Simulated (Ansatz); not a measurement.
Rh:

```
Rh
1.0
     0.00000    1.89785    1.89785
     1.89785    0.00000    1.89785
     1.89785    1.89785    0.00000
Rh
1
Direct
  0.00000 0.00000 0.00000
```

```yaml
Program: Ansatz 0.2.0
Task: relaxation of cell and atoms
Functional: revPBE
Potentials_or_basis: Ansatz PAW
Cutoff: "420 eV (not typed: the program's choice for these potentials)"
k_mesh: 12 × 12 × 12
Occupations: fermi-dirac, width 0.05 eV
Spin: no spin polarisation
```

At the start: volume 13.67 Å³/atom.

**Question.** Where does the relaxation end?

**Answer.** It ends after 5 steps and the volume is 14.22 Å³/atom (+4.0 %); space group Fm-3m (No. 225, to 0.05 Å).

The path:
| step | energy change (eV) | largest force (eV/Å) | volume (Å³) |
| --- | --- | --- | --- |
| 1 | 0.0000 | 0.0000 | 13.67 |
| 2 | -0.0086 | 0.0000 | 14.63 |
| 3 | -0.0171 | 0.0000 | 14.25 |
| 4 | -0.0171 | 0.0000 | 14.22 |
| 5 | -0.0176 | 0.0000 | 14.22 |

Final structure:
```
CELL_PARAMETERS angstrom
0.00000 1.92289 1.92289
1.92289 0.00000 1.92289
1.92289 1.92289 0.00000
ATOMIC_POSITIONS crystal
Rh 0.00000 0.00000 0.00000
```

Caveat: the plane-wave basis is chosen anew once the cell has moved, so the energies of steps on either side of that aren't comparable; the PAW data sets come from PBE, with cores solved anew for the run's functional, which leaves a small shift of forces and pressure.
